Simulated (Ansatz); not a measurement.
## MoSi2: how the free axis answers a strain

MoSi2, I4/mmm, a = 3.217 Å, c = 7.873 Å. Ansatz: PBE, PAW, 420 eV, Γ-centred 12×12×6 mesh on 6 atoms, Gaussian smearing 0.10 eV; no spin polarisation. Series: uniaxial strain along c, with a, b and atoms relaxed; x is the strain in per cent. y is the change of a in per cent of 3.217 Å.

```
x (%) y (%)
 -4.5   0.84
 -3.0   0.55
 -1.5      ?
  0.0   0.00
  1.5  -0.25
  3.0  -0.50
  4.5  -0.75
```

Fit y = c1 x + c2 x² to the other rows, say what c1 measures, and predict the missing y.

Least squares on the rows shown. y = −0.1759 x + 0.002334 x². So −c1 = 0.176 is Poisson's ratio for this pair of axes. At x = -1.5 the fit asked for gives 0.27 %. The run gave 0.27 %, the same to the digits shown.